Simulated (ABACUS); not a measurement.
Crystal: TiAl.

```
Ti Al
1.0
     3.17906    0.00000    0.00000
     0.00000    3.17906    0.00000
     0.00000    0.00000    3.17906
Ti Al
1 1
Direct
  0.00000 0.00000 0.00000
  0.50000 0.50000 0.50000
```

The cell comes from a database or a generator and needn't be the stable form of this composition.

Base run:

- Program: ABACUS 3.10.1
- Functional: PBEsol
- Potentials or basis: PseudoDojo NC SR 0.4.1 PBE standard
- Cutoff: 1361 eV
- Density cutoff: 5442 eV
- Basis: DZP LCAO (the cutoffs set its grid)
- k mesh: 6 × 6 × 6
- Occupations: fermi-dirac, width 0.05 eV
- Spin: no spin polarisation

Its results: band gap on the k mesh none (metal or under the smearing width); pressure -1.4 GPa.

Problem. The run is repeated on the same cell with these changes: functional from PBEsol to LDA. What comes out?

Solution. Band gap on the k mesh none (metal or under the smearing width); pressure -3.4 GPa.

LDA binds more tightly than PBEsol, so the same cell stands under less pressure.

Caveats: the atomic orbitals were generated for these runs and aren't a published set; the potentials were made for another functional, which shifts forces and pressure; the basis of atomic orbitals isn't converged, which shifts pressures, moduli and gaps.
